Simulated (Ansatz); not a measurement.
FeO:

```
Fe O
1.0
    -1.60210    1.60210    2.08339
     1.60210   -1.60210    2.08339
     1.60210    1.60210   -2.08339
Fe O
1 1
Direct
  0.00000 0.00000 0.00000
  0.50000 0.50000 0.00000
```

The cell comes from a database or a generator and needn't be the stable form of this composition.

Base run:

- Program: Ansatz 0.2.0
- Functional: PBE
- Potentials or basis: Ansatz PAW
- Cutoff: 420 eV (not typed: the program's choice for these potentials)
- k mesh: 12 × 12 × 12
- Occupations: fermi-dirac, width 0.05 eV
- Spin: collinear spin, ferromagnetic start
- Starting moments: [3.0, 0.0] μB

Its results: band gap on the k mesh none (metal or under the smearing width); pressure -8.7 GPa.

Problem. The run is repeated on the same cell with these changes: spin from collinear spin, ferromagnetic start to no spin polarisation. What comes out?

Solution. Band gap on the k mesh none (metal or under the smearing width); pressure -29.8 GPa.

Caveats: semilocal functionals often make such compounds metallic where correlation or magnetic order opens a gap, which also shifts bond lengths; a cell with one magnetic atom can't hold antiferromagnetic order, which such compounds often take (some runs); a pressure of tens of GPa on the cell as given is suspect, and the run, the potentials or the cell itself is likely at fault (some runs).
